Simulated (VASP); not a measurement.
Input of a VASP 6.6.1 run:

File INCAR:

```
SYSTEM = Ge
ALGO     = Normal         ! electronic algorithm
EDIFF    = 1E-7           ! SCF threshold, eV
ENCUT    = 520            ! plane-wave cutoff, eV
GGA      = PS             ! functional
ISIF     = 2              ! what is computed and relaxed
ISMEAR   = -1             ! smearing method
LASPH    = .TRUE.         ! aspherical terms in the spheres
LCHARG   = .FALSE.        ! write CHGCAR
LREAL    = .FALSE.        ! projectors in reciprocal space
LWAVE    = .FALSE.        ! write WAVECAR
NBANDS   = 36             ! bands
NELM     = 60             ! most SCF steps
PREC     = Accurate       ! precision mode
SIGMA    = 0.05           ! smearing width, eV
```

The input KPOINTS:

```
k-points
0
G
  8 8 4
  0 0 0
```

File POSCAR:

```
Ge
1.0
    3.9975858431      0.0000000000      0.0000000000
   -1.9987929216      3.4620108940      0.0000000000
    0.0000000000      0.0000000000      6.5993779500
Ge
4
Direct
    0.3280340000      0.6648870000      0.9395880000
    0.6776310000      0.3391870000      0.4332960000
    0.3436270000      0.6705210000      0.5672550000
    0.6731280000      0.3269050000      0.0611730000
```

Potentials or basis: VASP PAW PBE potentials, release 64 (Ge_d).

Run with:

```sh
$ cat potpaw_PBE.64/Ge_d/POTCAR > POTCAR
$ mpirun -np 1 vasp_std > vasp.out
```

Task: Predict the pressure.

Result: 0.0 GPa.

Task: Predict the band gap on the k mesh.

Result: 0.09 eV, indirect (least direct gap 0.11 eV).

Stress tensor (GPa, compression positive):
```
-0.18  0.72 -0.55
 0.72  0.04  0.19
-0.55  0.19  0.14
```

Caveat: the PAW data sets were made with another functional, which shifts forces and pressure a little. A k mesh can miss the band edges.
